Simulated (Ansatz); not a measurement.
# Fe2Si (I4/mmm) in Ansatz: further runs

One crystal, Fe2Si, is run at these levels: PBEsol; tasks: relaxation of cell and atoms.

All numbers are computed with Ansatz 0.2.0; they aren't measurements. Logs are shortened: lines on timing, memory, paths and dates and some standing lists are left out, and cuts for length are marked.

## Step 1: Starting point

It takes space group I4/mmm (No. 139, tetragonal). The conventional cell has a = 2.695 Å, b = 2.695 Å, c = 8.905 Å, α = 90.00°, β = 90.00°, γ = 90.00°. Fe (site symmetry 4mm) has 4 Si at 2.38 Å and 8 Fe at 2.49 to 2.69 Å as nearest neighbours. Si (site symmetry 4/mmm) is surrounded by 8 Fe at 2.38 Å and 4 Si at 2.69 Å.

The cell comes from a database or a generator and needn't be the stable form of this composition.

## Step 2: Relaxation of cell and atoms, PBEsol, collinear spin, ferromagnetic start

input.yaml reads:

```yaml
crystal:
  lattice:
    - [-1.347484, 1.347484, 4.452568]
    - [1.347484, -1.347484, 4.452568]
    - [1.347484, 1.347484, -4.452568]
  atoms:
    - { symbol: Fe, position: [0.660368, 0.660368, 0.0], spin: 3.0 }
    - { symbol: Fe, position: [0.339632, 0.339632, 0.0], spin: 3.0 }
    - { symbol: Si, position: [0.0, 0.0, 0.0] }
hamiltonian:
  xc: pbesol
  pseudopotentials: { kind: paw }
magnetization:
  spin_polarized: true
kpoints:
  mp_grid: { grid: [14, 14, 14] }
scf:
  occupations: { method: fermi_dirac, width: 0.05 }
output:
  forces: true
  stress: true
  eigenvalues: true
  write_density: true
  write_potential: true
  elf: true
  volumetric_format: npy
relax:
  f_tol: 0.01
  max_steps: 40
  cell: { stress_tol: 0.05 }
```

Potentials or basis: Ansatz PAW.

The run is started by

```bash
$ ansatz run input.yaml --threads 2 --pin off --max-ram 5632MiB --backend cpu --events-out ev --progress --plain --runs-dir out
```

Output:

```text
Warning: RAYON_NUM_THREADS=2 ignored (pool sized by the plan → 2); use --threads N
basis.fft_grid_basis auto: the FFT boxes are laid along the combinations [[1, -1, 0], [0, 1, 0], [1, 0, 1]] of the cell's own vectors, 3.811, 4.843 and 2.695 Å long. The dense box has 27×36×20 points. Along the cell's own vectors, as sized, it would have 36×36×36, 2.40 times as many. Of the 16 symmetry operations that the crystal satisfies within crystal.symmetry.tolerance (time reversal apart; of a slab, those that keep its plane) the dense box along the cell's own vectors carries 16, and the one as laid loses 14 of those. basis.fft_grid_basis: typed keeps the cell's own vectors: state it where this run's energies or levels are differenced outside the engine with another run's, or held beside a run that keeps those vectors. Those combinations have planes normal to reciprocal vector 3, as the cell's own vectors have. Each planar average written beside output.write_density, output.write_potential has a row for each plane of the box: 20. The volumetric files lie along those combinations, not along the cell's own vectors: a cube or XSF file states them, and fields.json those of NumPy files.
Engine: ansatz 0.2.0, x86_64-unknown-linux-gnu
Pseudopotentials: kind: paw
Pseudopotential: Fe, paw, valence charge 16, recommended cutoff 420 eV (normal), Fe.paw.azcp
Pseudopotential: Si, paw, valence charge 4, recommended cutoff 420 eV (normal), Si.paw.azcp
Functional definition: PBEsol
  exchange = pbesol_x
  correlation = pbesol_c
Crystal: 3 atoms, lattice volume = 32.338 Å³
Basis set: ecut = 420 eV, 627 PW (Γ), FFT grids on a1−a2, a2, a1+a3, exchange–correlation on 54×72×40 points (8 copies of the dense FFT grid, shifted against one another)
Bands: 26, of which v1, the nominal top of the filled ones, is band 18 counted from 1 (17 counted from 0)
Symmetry: 16 space group operations
Space group: I4/mmm (ITA 139), of the structure as read, at distance tolerance 3.2e-5 Å
Magnetic group: BNS 139.531 (UNI 1191), of the structure as read, at distance tolerance 3.2e-5 Å
k-points: 244 of 2744
Non-local potential: Fe, projectors of the file, l = 0: 3, l = 1: 2, l = 2: 3, l = 3: 1
Non-local potential: Si, projectors of the file, l = 0: 2, l = 1: 2, l = 2: 2
PAW form: soft (Blöchl's): semilocal exchange-correlation on the pseudo side does not see the compensation charge
PAW frozen core: Fe, regenerated for the run's functional, and the local potential with it (the file was generated under x = pbe(κ = 0.804, μ = 0.2195149727645171), c = pbe(β = 0.06672455060314922))
PAW frozen core: Si, regenerated for the run's functional, and the local potential with it (the file was generated under x = pbe(κ = 0.804, μ = 0.2195149727645171), c = pbe(β = 0.06672455060314922))
PAW one-centre angular grid: Fe, 590 points (default); XC on 64 Gauss nodes
PAW one-centre angular grid: Si, 110 points (default); XC on 64 Gauss nodes
Initial density: superposition of atomic densities (chi_scale 0.1, normalization cell)
Starting moments: Σ|m| = 6 μB on 2 of 3 sites
Initial wavefunctions: pseudopotential atomic-orbital guess
Functional: x = pbesol(κ = 0.804, μ = 0.12345679012345678), c = pbesol(β = 0.046)
SCF iter   1: F=—  HF=-9518.486963 eV  |F-HF|=—  |Δ(HF+E_count)|=         —  Δρ=9.35e-2 (↑9.35e-2 ↓4.06e-2)  dr2=3.20e0  dr2_m=4.77e-1  M=4.472 μB ∫|m|=4.868 μB  β_m=0.30  ethr=3.10e-3  ⟨swp⟩=4.9  Hψ=49868  notcnv=0
Mixer restart at iter 1: flushing history
preconditioner: auto → Kerker (q_TF=auto, 2.778 Å⁻¹)  [metal: Δε(μ)=0.004 eV  Ē_g=8.902 eV  σ=0.050 eV  W_gap=0.02  n_scr=10 (ndim 8)  ℏωp=29.2 eV  f_vac=0.000  D(μ)=4.24/eV (n_scr^D=54)]
spin=Collinear: Kerker preconditioning applied to the charge; magnetization (m = ρ↑ − ρ↓) channel mixes plain (no charge-response kernel on spin).
[... 83 lines left out ...]
Absolute magnetization: 2.5157 μB (∫|ρ↑−ρ↓|, with the PAW one-centre terms)
Spin contamination: 0.0311 ħ² per cell (⟨S²⟩ above its minimum at these occupations)
Per-site moments (μB) at R_I (Å): [(1.1748611308223602, 0.9722100874707656), (1.1748611308223595, 0.9722100874707653), (-0.046615628799690424, 0.9722100874707653)]
Free energy (F): -9520.291491 eV
Harris-Foulkes:  -9520.291491 eV  (|F-HF|=3.64e-12)
Internal energy: -9520.274014 eV  (E = F + TS)
E sigma→0 (E₀):  -9520.282752 eV
Entropy (-TS):   -0.017478 eV (-5.826 meV/atom)
Fermi energy:    18.856088 eV
--- Per-component energies (eV) ---
  E_band       = -368.673730
  E_kinetic    = 760.594119
  E_local      = -4809.815588  (includes V_loc(G=0)·N_el)
  E_nonlocal   = 458.081319
  E_hartree    = 2087.569075
  E_xc         = -295.400888
  E_vxc        = -358.311487  (∫ρ·V_xc dr)
  E_paw        = -3166.632984  (= ΣΔE_a)
  E_vpaw       = -594.361988  (= ΣTr[D̂ρ^β])
  E_aug_tail   = 0.001851  (compensation charges beyond the density's cutoff)
  E_ewald      = -4555.060882
  E_core_change = 0.389964  (= ΣΔE_core)
  E_smearing   = -0.017478  (= −TS)
  E_closure    = -0.000000  (closes the sum)
  Σ components = -9520.291491   (vs F -9520.291491, Δ=0.00e0)
--- Forces (eV/Å), atoms counted from 1 ---
  atom   1  Fe     0.00000000     0.00000000    -0.00178702
  atom   2  Fe    -0.00000000     0.00000000     0.00178702
  atom   3  Si    -0.00000000    -0.00000000     0.00000000
  max |Σ_I F_I| component: 1.39e-17 eV/Å
--- Stress (GPa, compression-positive) ---
       -0.042839       0.000000       0.000000
        0.000000      -0.042839       0.000000
       -0.000000       0.000000      -0.032137
  P = ⅓ Tr σ = -0.0393 GPa (-0.393 kbar)
--- Band table (eV; the first three rows and the last of 488) ---
  k-point 0 ↑: bands = ["-68.4304", "-68.3530", "-34.7340", "-34.6027", "-34.6027", "-34.4843", "-34.4708", "-34.4708", "5.6549", "12.3875", "14.4887", "14.9542", "16.1731", "17.1319", "17.1319", "17.5462", "17.5462", "17.6317", "18.4180", "18.5755", "18.7771", "26.5072", "26.5072", "26.7587", "30.4493", "30.4493"]
  k-point 1 ↑: bands = ["-68.4272", "-68.3536", "-34.7322", "-34.6115", "-34.6103", "-34.4807", "-34.4774", "-34.4753", "5.8658", "12.5587", "14.5837", "15.0260", "15.9779", "17.0155", "17.0690", "17.0739", "17.6367", "17.6923", "18.4550", "18.8556", "18.9769", "24.8781", "25.7408", "28.8849", "29.7573", "29.8297"]
  k-point 2 ↑: bands = ["-68.4183", "-68.3551", "-34.7282", "-34.6316", "-34.6285", "-34.5074", "-34.4879", "-34.4657", "6.4846", "13.0379", "14.8142", "15.2356", "15.4939", "16.4424", "16.9080", "16.9247", "17.4135", "17.8397", "18.1432", "19.5271", "19.6638", "23.6224", "24.3549", "28.2411", "28.7317", "31.5851"]
  k-point 243 ↓: bands = ["-67.0553", "-66.9812", "-33.3135", "-33.2913", "-33.2913", "-33.1460", "-33.1460", "-33.1343", "6.3636", "10.3595", "15.2375", "15.3635", "17.4673", "17.4673", "17.6164", "18.9821", "19.5149", "19.5149", "19.8478", "19.8722", "22.7651", "24.9805", "24.9805", "26.6424", "29.3891", "33.8116"]
--- Relaxed structure (4 steps of the walk, 4 accepted, 1 SCFs on fresh bases) ---
  F+E_penalty+E_count = -9520.29149138 eV   max|allowed force component| = 1.787e-3 eV/Å   (the final SCF, on the basis selected at the relaxed cell)
  cell:  # Å, volume = 31.1562 Å³
    - [-1.3311427108927851, 1.3311427108927851, 4.395779015506924]
    - [1.3311427108927851, -1.3311427108927851, 4.395779015506924]
    - [1.3311427108927851, 1.3311427108927851, -4.395779015506924]
  atoms:
    - { symbol: Fe, position: [0.6613008872978039, 0.6613008872978039, 7.27864952606399e-35] }
    - { symbol: Fe, position: [0.3386991127021962, 0.3386991127021962, 2.3100092314549276e-35] }
    - { symbol: Si, position: [5.27584240611693e-20, 5.2758424061169313e-20, -5.955327188755848e-35] }
```

Wall time 29 s (2 threads of AMD EPYC 9R45 (Zen 5), shared host); peak memory 0.71 GiB.

Results:

```yaml
Free_energy: -9520.2915 eV
Relaxed_volume: 10.39 Å³/atom
Relaxed_cell: a = 4.782 Å, b = 4.782 Å, c = 4.782 Å, α = 147.67°, β = 147.67°, γ = 46.37°
Space_group_after_relaxing_to_0.05_Å: I4/mmm (No. 139)
Energy_gained_by_relaxing: 11.3 meV/atom
Ionic_steps: 5
Pressure_after_relaxing: 0.0 GPa
Band_gap_on_the_k_mesh: none (metal or under the smearing width)
Net_moment: 2.25 μB per cell
Absolute_moment: 2.52 μB per cell
Site_moments: Fe +1.17; Si -0.05 μB
```

The path:
```
step  energy change (eV)  largest force (eV/Å)  volume (Å³)
   1              0.0000                0.1098        32.34
   2             -0.0282                0.0358        31.64
   3             -0.0343                0.0143        31.12
   4             -0.0343                0.0023        31.16
   5             -0.0338                0.0018        31.16
```

Final structure:
```
Fe Si
1.0
    -1.33114    1.33114    4.39578
     1.33114   -1.33114    4.39578
     1.33114    1.33114   -4.39578
Fe Si
2 1
Direct
  0.66130 0.66130 0.00000
  0.33870 0.33870 0.00000
  0.00000 0.00000 0.00000
```

Levels at points of the mesh, in eV from the Fermi level:
Spin up:
```
              k point  band 17  band 18  band 19  band 20  band 21  band 22
   (0.00, 0.00, 0.00)    -1.31    -1.22    -0.44    -0.28    -0.08     7.65
  (0.00, 0.00, -0.50)    -0.37     0.06     0.08     1.75     1.94     2.87
  (0.00, -0.50, 0.00)    -2.05    -0.70    -0.37     0.03     0.50     3.86
(-0.50, -0.50, -0.50)    -0.47    -0.41    -0.41    -0.35     3.85     6.06
```
Spin down:
```tsv
k point	band 14	band 15	band 16	band 17	band 18	band 19	band 20	band 21
(0.00, 0.00, 0.00)	-0.73	-0.73	-0.43	-0.43	0.05	0.71	0.96	1.08
(0.00, 0.00, -0.50)	-1.89	-1.51	-0.70	1.13	1.24	1.26	2.07	2.41
(0.00, -0.50, 0.00)	-1.33	-1.33	-1.03	-1.01	0.43	0.76	1.30	1.69
(-0.50, -0.50, -0.50)	-1.39	-1.24	0.13	0.66	0.66	0.99	1.02	3.91
```

Caveat: the plane-wave basis is chosen anew once the cell has moved, so the energies of steps on either side of that aren't comparable; the PAW data sets come from PBE, with cores solved anew for the run's functional, which leaves a small shift of forces and pressure.

## Step 3: Relaxation of cell and atoms, PBEsol, collinear spin, ferromagnetic start

Edit input.yaml of step 2 so:

```diff
@@ -11,3 +11,3 @@
   xc: pbesol
-  pseudopotentials: { kind: paw }
+  pseudopotentials: { kind: paw, source: jth, xc_functional: pbe }
 magnetization:
```

Potentials or basis: JTH PAW.

The run is started by

```bash
$ ansatz run input.yaml --threads 2 --pin off --max-ram 5632MiB --backend cpu --events-out ev --progress --plain --runs-dir out
```

It took 97 s on 2 threads of AMD EPYC 9R45 (Zen 5), shared host; peak memory 1.8 GiB.

The run converged. Its results:

```yaml
Free_energy: -9519.3813 eV
Relaxed_volume: 10.36 Å³/atom
Relaxed_cell: a = 4.775 Å, b = 4.775 Å, c = 4.775 Å, α = 147.64°, β = 147.64°, γ = 46.41°
Space_group_after_relaxing_to_0.05_Å: I4/mmm (No. 139)
Energy_gained_by_relaxing: 12.8 meV/atom
Ionic_steps: 5
Pressure_after_relaxing: 0.0 GPa
Band_gap_on_the_k_mesh: none (metal or under the smearing width)
Net_moment: 2.25 μB per cell
Absolute_moment: 2.51 μB per cell
Site_moments: Fe +1.17; Si -0.05 μB
```

Step by step:
| step | energy change (eV) | largest force (eV/Å) | volume (Å³) |
| --- | --- | --- | --- |
| 1 | 0.0000 | 0.1170 | 32.34 |
| 2 | -0.0317 | 0.0381 | 31.60 |
| 3 | -0.0386 | 0.0167 | 31.03 |
| 4 | -0.0386 | 0.0020 | 31.08 |
| 5 | -0.0383 | 0.0018 | 31.08 |

Final structure:
```
CELL_PARAMETERS angstrom
-1.33055 1.33055 4.38896
1.33055 -1.33055 4.38896
1.33055 1.33055 -4.38896
ATOMIC_POSITIONS crystal
Fe 0.66136 0.66136 0.00000
Fe 0.33864 0.33864 0.00000
Si 0.00000 0.00000 0.00000
```

Levels at points of the mesh, in eV from the Fermi level:
Spin up:
```tsv
k point	band 15	band 16	band 17	band 18	band 19	band 20	band 21	band 22	band 23	band 24
(0.00, 0.00, 0.00)	-1.72	-1.31	-1.31	-1.22	-0.43	-0.28	-0.07	7.64	7.64	8.07
(0.00, 0.00, -0.50)	-1.94	-1.54	-0.37	0.06	0.07	1.75	1.90	2.86	2.93	6.10
(0.00, -0.50, 0.00)	-2.38	-2.05	-2.04	-0.69	-0.37	0.03	0.50	3.90	6.76	9.08
(-0.50, -0.50, -0.50)	-2.20	-1.16	-0.46	-0.41	-0.41	-0.35	3.84	6.02	6.02	7.93
```
Spin down:
```tsv
k point	band 14	band 15	band 16	band 17	band 18	band 19	band 20	band 21
(0.00, 0.00, 0.00)	-0.73	-0.73	-0.44	-0.44	0.05	0.72	0.97	1.08
(0.00, 0.00, -0.50)	-1.89	-1.54	-0.69	1.13	1.23	1.25	2.04	2.40
(0.00, -0.50, 0.00)	-1.33	-1.33	-1.02	-1.00	0.43	0.76	1.30	1.68
(-0.50, -0.50, -0.50)	-1.38	-1.23	0.12	0.66	0.66	0.99	1.02	3.90
```

Caveat: the plane-wave basis is chosen anew once the cell has moved, so the energies of steps on either side of that aren't comparable.
